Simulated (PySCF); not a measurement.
Species: propionate ion, C3H5O2 (charge -1).
Cartesian coordinates in Å at the PBE0-D3(BJ)/def2-SVP level; atoms count from 1:
```
atom  x, y, z in Å
C1    -1.178   -0.039    0.088
C2     0.214   -0.388   -0.406
C3     1.353    0.428    0.304
O4     1.015    1.554    0.724
O5     2.466   -0.128    0.333
H6    -1.332   -0.390    1.123
H7    -1.989   -0.463   -0.534
H8    -1.263    1.058    0.114
H9     0.293   -0.159   -1.486
H10    0.440   -1.463   -0.305
```

The closed-shell ground state was solved at several levels (PySCF, density fitting, gas phase, non-relativistic). No diffuse functions stand in 6-31G*, pcSseg-1 and pcSseg-2, which bears on an anion's orbital energies.

| level | basis functions | HOMO (eV) | LUMO (eV) | gap (eV) |
| --- | --- | --- | --- | --- |
| PBE0/6-31G* | 80 | -0.29 | 7.40 | 7.69 |
| PBE0/pcSseg-2 | 250 | -1.25 | 4.36 | 5.61 |
| B3LYP/def2-SVPD | 146 | -1.16 | 4.13 | 5.29 |
| BHandHLYP/def2-SVPD | 146 | -2.93 | 4.83 | 7.76 |
| PBE0/aug-cc-pVDZ | 160 | -1.32 | 2.88 | 4.20 |
| LDA/def2-SVPD | 146 | -0.02 | 3.75 | 3.77 |
| PBE0/def2-SVPD | 146 | -1.39 | 4.43 | 5.82 |
| PBE0/pcSseg-1 | 110 | -0.86 | 5.71 | 6.57 |
| PBE0/def2-TZVPD | 236 | -1.34 | 3.81 | 5.15 |

(1) Estimate the row for LC-wPBE/def2-SVPD, a basis of 146 functions; the other rows only guide the guess.

(2) Over all these levels, which gives the widest orbital gap and which the narrowest?

(3) How much does the basis alone move the frontier levels among the 6 PBE0 rows?

(4) In the def2-SVPD basis, how does the gap go with the fixed share of exact exchange?

## Answers

(1) HOMO -4.15 eV, LUMO 6.05 eV, gap 10.20 eV.

(2) LC-wPBE/def2-SVPD (range-separated hybrid) has the widest, 10.20 eV, and LDA/def2-SVPD (LDA) the narrowest, 3.77 eV. The two share the basis. From the narrowest to the widest the HOMO moves by -4.13 eV and the LUMO by +2.30 eV.

(3) The HOMO by 1.10 eV and the LUMO by 4.52 eV. By rising basis size (HOMO, LUMO in eV): 6-31G* -0.29, 7.40; pcSseg-1 -0.86, 5.71; def2-SVPD -1.39, 4.43; aug-cc-pVDZ -1.32, 2.88; def2-TZVPD -1.34, 3.81; pcSseg-2 -1.25, 4.36.

(4) LDA (0 %) 3.77 eV; B3LYP (20 %) 5.29 eV; PBE0 (25 %) 5.82 eV; BHandHLYP (50 %) 7.76 eV. Each rise in the share widens the gap here.

One conformer stands for the species.
